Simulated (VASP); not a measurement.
MgO: elastic constants with r2SCAN

Crystal: MgO.

```xyz
2
Lattice="2.9380 0.0000 0.0000 -1.4690 2.5444 0.0000 0.0000 0.0000 2.6797" Properties=species:S:1:pos:R:3 pbc="T T T"
Mg    0.0000    0.0000    0.0000
O     0.0000    1.6963    1.3398
```

Measurements of this composition are mostly on another form, of space group No. 225.

| Quantity | Value |
| --- | --- |
| Program | VASP 6.6.1 |
| Task | elastic constants |
| Functional | r2SCAN |
| Potentials or basis | VASP PAW PBE potentials, release 64 (Mg, O) |
| Cutoff | 600 eV |
| k mesh | 7 × 7 × 7 |
| Occupations | gaussian, width 0.05 eV |
| Spin | no spin polarisation |
| Ions in elastic constants | relaxed |
| Further INCAR settings | ALGO = Normal; EDIFF = 1e-08; IBRION = 6; POTIM = 0.015; NSW = 1; ISIF = 3 |

```
Relaxed volume                                          : 9.58 Å³/atom
Relaxed cell                                            : a = 2.894 Å, b = 2.894 Å, c = 2.642 Å, α = 90.00°, β = 90.00°, γ = 120.00°
Space group after relaxing (to 0.05 Å)                  : P-6m2 (No. 187)
Voigt bulk modulus                                      : 158 GPa
Highest phonon frequency at Γ, LO-TO splitting left out : 355 cm⁻¹
```

The path:
```
step  energy change (eV)  largest force (eV/Å)  pressure (GPa)  volume (Å³)
   1              0.0000                0.0000           -6.42        20.03
   2             -0.0158                0.0000            2.39        18.89
   3             -0.0180                0.0000           -0.06        19.17
   4             -0.0182                0.0000            0.06        19.14
   5             -0.0183                0.0000            0.02        19.15
```

Final structure:
```
Mg O
1.0
     2.89352    0.00000    0.00000
    -1.44676    2.50586    0.00000
     0.00000    0.00000    2.64160
Mg O
1 1
Cartesian
  0.0000 0.0000 0.0000
  0.0000 1.6706 1.3208
```

Phonon frequencies in cm⁻¹ (negative: imaginary):
```tsv
q point	frequencies
(0.000, 0.000, 0.000)	-1 0 0 346 346 355
```

Elastic tensor in Voigt notation (GPa, in the Cartesian axes of the cell as first typed):
```
368  96 -28   0   0   0
 96 368 -28   0   0   0
-28 -28 609   0   0   0
  0   0   0   4   0   0
  0   0   0   0   4   0
  0   0   0   0   0 136
```

Clamped-ion elastic tensor (GPa):
```
368  95 -28   0   0   0
 95 368 -28   0   0   0
-28 -28 609   0   0   0
  0   0   0   4   0   0
  0   0   0   0   4   0
  0   0   0   0   0 137
```

Wall time 13 min on 1 thread of Intel(R) Xeon(R) Platinum 8488C (Sapphire Rapids), on a shared host, peak memory 0.18 GiB.

Caveat: the PAW data sets were made with another functional, which shifts forces and pressure a little.
